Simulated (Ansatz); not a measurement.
# Transmission past a defect: Ni wire of staggered 3-rings, Fe in place of one Ni, part 2 of 5

What does the defect do to the conductance?

Ansatz 0.2.0; DFT PBE, plane waves, PAW; relaxation of a wire's period (the session's first sound run).

So far. Step 2 (Relaxation of atoms and period): The cell's length comes to 3.985 Å with an absolute moment of 5.95 μB a cell.

## Step 3: The wire at its relaxed period

This step: DFT PBE, plane waves, PAW; channels and complex bands of a perfect wire (Ansatz 0.2.0).

At the relaxed period the Bloch states of the perfect wire are found at each energy: those that move forward count the open channels, and those that decay describe how a disturbance dies away inside the wire itself. An energy step of 0.035 eV is under the 0.039 eV that the program asks for its thermal average at 300 K.

Input file input.yaml:

```yaml
crystal:
  lattice:
    - [9.617, 0.0, 0.0]
    - [0.0, 9.239, 0.0]
    - [0.0, 0.0, 3.9845531436]
  atoms:
    - { symbol: Ni, position: [0.43011263, 0.625659183, 0.0], spin: 0.88 }
    - { symbol: Ni, position: [0.43011263, 0.374366312, 0.0], spin: 0.88 }
    - { symbol: Ni, position: [0.639574719, 0.500012748, 0.0], spin: 0.87 }
    - { symbol: Ni, position: [0.360382295, 0.500012748, 0.5], spin: 0.87 }
    - { symbol: Ni, position: [0.569844384, 0.625659183, 0.5], spin: 0.88 }
    - { symbol: Ni, position: [0.569844384, 0.374366312, 0.5], spin: 0.88 }
magnetization:
  spin_polarized: true
kpoints:
  mp_grid: { grid: [1, 1, 21] }
scf:
  occupations: { method: fermi_dirac, width: 0.05 }
hamiltonian:
  xc: pbe
output:
  transmission:
    e_range: [-1.26, 1.26]
    de: 0.035
    kmesh: [1, 1]
    reduced_basis: true
    leads: [[0, 0]]
basis:
  ecutwfc: "350 eV"
```

Launch:

```bash
$ ansatz run input.yaml --threads 4 --pin off --max-ram 16384MiB --backend cpu --events-out ev --progress --plain --runs-dir out
```

Numbers of over 12 decimals in the logs are rounded to 6 here.

Log:

```text
Warning: basis.ecutwfc = 350 eV is below the records' recommended 420 eV, and the density's cutoff is lower with it unless basis.ecutrho_ratio is high enough to keep the records' density cutoff: compare with a run at a higher cutoff
[...]
Crystal: 6 atoms, lattice volume = 354.033 Å³
Basis set: ecut = 350 eV, 5265 PW (Γ)
Bands: 68, of which v1, the nominal top of the filled ones, is band 54 counted from 1 (53 counted from 0)
Symmetry: 8 space group operations
[...]
k-points: 11 of 21
[...]
Starting moments: Σ|m| = 5.26 μB on 6 of 6 sites
[...]
SCF iter   1: F=—  HF=-35022.379167 eV  |F-HF|=—  |Δ(HF+E_count)|=         —  Δρ=2.86e-2 (↑2.86e-2 ↓2.22e-2)  dr2=1.27e1  dr2_m=8.95e-1  M=6.145 μB ∫|m|=6.282 μB  β_m=0.30  ethr=3.10e-3  ⟨swp⟩=7.9  Hψ=7051  notcnv=0  defer=12
[...]
SCF iter  12: F=-35029.534207 eV  HF=-35029.534207 eV  |F-HF|=1.38e-8  |Δ(HF+E_count)|=   6.78e-9  Δρ=2.68e-6 (↑6.76e-7 ↓2.68e-6)  dr2=2.55e-8  dr2_m=6.39e-9  M=5.611 μB ∫|m|=5.964 μB  ethr=7.94e-11  ⟨swp⟩=11.0  Hψ=5833  notcnv=0
SCF 1 converged in 12 iterations: F = -35029.534207 eV  dr2 = 2.55e-8
[...]
transmission: 10 of 60 steps passed
transmission: 15 of 60 steps passed
[...]
transmission: 60 of 60 steps passed
SCF converged after 12 iterations
Magnetization: 5.6111 μB (56.8056 up, 51.1944 down)
Absolute magnetization: 5.9668 μB (∫|ρ↑−ρ↓|, with the PAW one-centre terms)
[...]
Per-site moments (μB) at R_I (Å): [(0.878503, 0.957699), (0.878503, 0.957699), (0.875042, 0.959039), (0.875042, 0.959039), (0.878503, 0.957699), (0.878503, 0.957699)]
Free energy (F): -35029.534207 eV
[...]
Internal energy: -35029.461419 eV  (E = F + TS)
E sigma→0 (E₀):  -35029.497813 eV
Entropy (-TS):   -0.072788 eV (-12.131 meV/atom)
Fermi energy:    -0.065409 eV
[...]
--- Band table (eV; the first three rows and the last of 22) ---
  k-point 0 ↑: bands = [... 50 lower, -1.1424, -1.0847, -1.0817, -1.0211, -0.9204, -0.9195, -0.3843, 1.4240, ... 10 higher]
  k-point 1 ↑: bands = [... 50 lower, -1.1867, -1.0537, -1.0510, -1.0233, -0.9025, -0.9019, -0.4013, 1.4443, ... 10 higher]
  k-point 2 ↑: bands = [... 50 lower, -1.1699, -1.0294, -1.0258, -1.0228, -0.8484, -0.8482, -0.4518, 1.5055, ... 10 higher]
  k-point 10 ↓: bands = [... 50 lower, 0.0446, 0.0716, 0.1730, 0.1805, 0.2541, 0.2620, 1.2015, 1.2154, ... 10 higher]
--- Transmission ---
  basis      : 653 plane waves across, 5 finite elements along
  points     : 1, standing for a mesh of 1 x 1
  filling    : by the input's occupations and mesh, since the crystals that have channels conduct as metals do. If one of these is a semiconductor, that mesh has misplaced its level
  energies   : 73 from -1.260000 to 1.260000 eV about the Fermi level, 0.035000 eV apart; the leads are filled to 0.000000 eV, and channels, transmission and decay are at 0.000000 eV
  crystal 0  : Ni6, at the sites [0, 0], period 3.9846 Å: whole cells are its period
    offset         : up to 0.0000 Å between an atom of the period and one for which it stands
    filled         : 11.1 meV under the level at which it is neutral
    channels       : 3.000000e0 up, 6.000000e0 down
    conductance    : 3.7340e14 S/m² at 300 K; may be off by some 0.1 % by where its bands' edges are placed, 4.4 % from the distance to neutral
```

Elapsed: 4.4 min, on 4 threads of Arm Neoverse V1, shared host; peak memory 1.4 GiB; 16 min of CPU time.

Numbers from this step:

| Property | Result |
| --- | --- |
| energy at zero smearing | -35029.4978 eV |
| total moment | 5.611 μB |
| absolute moment | 5.967 μB |
| channels at the energy nearest the Fermi level, spin up | 3 |
| channels at the energy nearest the Fermi level, spin down | 6 |
| conductance of the lead as this run defines it | 4.282 G₀ |
| band gap | 0 eV |

The open channels of the lead by energy, zero at the Fermi level:

```
energy (eV)  spin up  spin down
      -1.26        7          2
      -1.19        8          6
      -1.08       11          6
      -1.01        7          4
      -0.91        6          4
      -0.84        8          4
      -0.73        4          1
      -0.67        4          3
      -0.56        4          4
      -0.49        4          4
      -0.39        4          6
      -0.32        3          4
      -0.21        3          5
      -0.14        3          3
      -0.04        3          3
       0.00        3          6
       0.04        3          7
       0.14        3          9
       0.21        3          9
       0.32        3          9
       0.39        3          8
       0.49        3          4
       0.56        3          4
       0.67        3          4
       0.73        3          3
       0.84        3          3
       0.91        3          3
       1.01        3          3
       1.08        3          3
       1.19        3          3
       1.26        3          3
```

Spin up; the slowest values at each energy, most degenerate partners merged, listed up to 1.5 1/Å. Im kz of the slowest decaying states against energy, zero at the Fermi level:

```
energy (eV)  decay 1 (Å⁻¹)  decay 2 (Å⁻¹)  decay 3 (Å⁻¹)  decay 4 (Å⁻¹)
      -1.26         0.0969          0.104          0.160          0.253
      -1.16         0.0813          0.229          0.787          0.802
      -1.05         0.0340         0.0358         0.0941          0.102
      -0.94         0.0515          0.178          0.322          0.332
      -0.84          0.226          0.539          0.544          0.546
      -0.77          0.132          0.145          0.287          0.625
      -0.67          0.280          0.286          0.350          0.710
      -0.56          0.369          0.373          0.396          0.776
      -0.46          0.434          0.440          0.443          0.830
      -0.35          0.465          0.501          0.503          0.876
      -0.24          0.156          0.492          0.556          0.556
      -0.14          0.237          0.515          0.605          0.607
      -0.04          0.294          0.535          0.652          0.656
       0.00          0.310          0.541          0.667          0.672
       0.04          0.325          0.547          0.683          0.688
       0.14          0.365          0.564          0.729          0.737
       0.24          0.398          0.579          0.779          0.788
       0.35          0.428          0.593          0.746          0.834
       0.46          0.454          0.607          0.681          0.834
       0.56          0.477          0.621          0.623          0.746
       0.67          0.497          0.566          0.652          0.672
       0.77          0.513          0.516          0.534          0.611
       0.84          0.474          0.489          0.527          0.574
       0.94          0.418          0.439          0.524          0.543
       1.05          0.366          0.391          0.476          0.557
       1.16          0.314          0.341          0.430          0.570
       1.26          0.256          0.286          0.382          0.582
```

Spin down; the slowest values at each energy, most degenerate partners merged, listed up to 1.5 1/Å. Im kz of the slowest decaying states against energy, zero at the Fermi level:

```
energy (eV)  decay 1 (Å⁻¹)  decay 2 (Å⁻¹)  decay 3 (Å⁻¹)  decay 4 (Å⁻¹)
      -1.26          0.118          0.121          0.207          0.208
      -1.16          0.219          0.221          0.285          0.374
      -1.05          0.214          0.217          0.259          0.259
      -0.94          0.188          0.194          0.282          0.282
      -0.84          0.120          0.134          0.284          0.286
      -0.77         0.0438         0.0514         0.0565          0.277
      -0.67        0.00901         0.0878         0.0935          0.253
      -0.56          0.157          0.159          0.202          0.203
      -0.46         0.0741         0.0760          0.181          0.183
      -0.35         0.0423          0.140          0.185          0.187
      -0.24         0.0579          0.129          0.171          0.174
      -0.14          0.135          0.140          0.161          0.201
      -0.04         0.0255         0.0478         0.0907          0.124
       0.00         0.0543          0.160          0.323          0.624
       0.04          0.132          0.339          0.644          0.651
       0.14          0.382          0.694            0.7          0.735
       0.24          0.416          0.736          0.742          0.782
       0.35          0.189          0.444          0.774          0.779
       0.46          0.147          0.159          0.468          0.516
       0.56          0.257          0.265          0.489          0.691
       0.67          0.332          0.340          0.507          0.823
       0.77          0.116          0.392          0.401          0.523
       0.84          0.184          0.428          0.438          0.533
       0.94          0.250          0.476          0.489          0.548
       1.05          0.299          0.521          0.539          0.564
       1.16          0.339          0.565          0.592          0.593
       1.26          0.372          0.454          0.610          0.652
```

By hand: the program gives 3.7340 × 10^14 S/m² over the cell's cross-section of 88.85 Å² = 8.885 × 10^-19 m², so one cell conducts 3.318 × 10^-4 S. Divided by G0 = 2e²/h = 7.748 × 10^-5 S this is 4.28 G0, a resistance of 3.01 kΩ.

At the computed energy nearest the Fermi level there are 3 spin-up and 6 spin-down channels, and the thermal average gives 4.28 G₀.

[end of part 2 of 5]

[Logs are printed without paths, hosts, clocks, repeated set-up lines and the standing remarks that a program may print on its own settings, such as how far it seeks lower states.]

[Hosts, paths, dates, database ids (printed as entryN), source tags and the programs' standing remarks are cut or masked in the printed files.]
